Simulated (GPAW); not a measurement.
Runs of GPAW 26.7.0 on Pb. The structure is cubic, space group Im-3m (No. 229). Conventional cell: a = 3.959 Å, b = 3.959 Å, c = 3.959 Å, α = 90.00°, β = 90.00°, γ = 90.00°. Around Pb (site symmetry m-3m) lie 8 Pb at 3.43 Å. This isn't the form of Pb at room conditions, which is fcc.

| task | level | potentials or basis | cell | k mesh | cutoff (eV) | maxiter | convergence | optimizer | fmax | max steps | mesh quality | gap on the mesh (eV) | pressure (GPa) | relaxed volume (Å³/atom) |
| --- | --- | --- | --- | --- | --- | --- | --- | --- | --- | --- | --- | --- | --- | --- |
| single point | RPBE | the program's PAW data sets (release 1.2.1) made for this functional, pw | as given | 8 × 8 × 8 | 500 | 120 | default | - | - | - | not flagged | none | 2.3 | - |
| relaxation of cell and atoms | PBEsol | PAW data sets generated in the run's folder for this functional, pw | relaxed | 9 × 9 × 9 | 600 | 150 | density=1e-05 forces=0.0001 | BFGS | 0.02 eV/Å | 60 | not flagged | none | 0.0 | 29.47 |
| G0W0 quasiparticle levels | RPBE | the program's PAW data sets (release 1.2.1) made for this functional, pw | as given | 5 × 5 × 5 | 500 | 150 | - | - | - | - | coarse | none | - | - |
| relaxation of cell and atoms | PBEsol+D3(BJ)+ATM | PAW data sets generated in the run's folder for this functional, pw | relaxed | 9 × 9 × 9 | 600 | 150 | density=1e-05 forces=0.0001 | BFGS | 0.02 eV/Å | 60 | not flagged | none | 0.0 | 28.12 |
| relaxation of cell and atoms | PBEsol+D3(BJ) | PAW data sets generated in the run's folder for this functional, pw | relaxed | 9 × 9 × 9 | 600 | 150 | density=1e-05 forces=0.0001 | BFGS | 0.02 eV/Å | 60 | not flagged | none | -0.1 | (a) |

Alike in all rows: no spin polarisation; smearing fermi-dirac 0.05 eV.

Estimate the missing entries.

(a) 27.99.

Caveats: some runs use coarse meshes; later steps reuse the first step's grids (some runs); pairwise dispersion overbinds metals, which lowers pressure and volume (some runs); the cutoff is short for stress and forces, so pressures can be off by a GPa or more (some runs); G0W0 is unreliable with partly filled bands (some runs); on this mesh the treatment of q = 0 moves the result by about a tenth of an eV (some runs); the long-wavelength limit can be off by a per cent or two (some runs).

A k mesh can miss the band edges, and the runs leave out spin-orbit coupling on Pb.

A gap of «none» marks a metal or a gap under the smearing width.
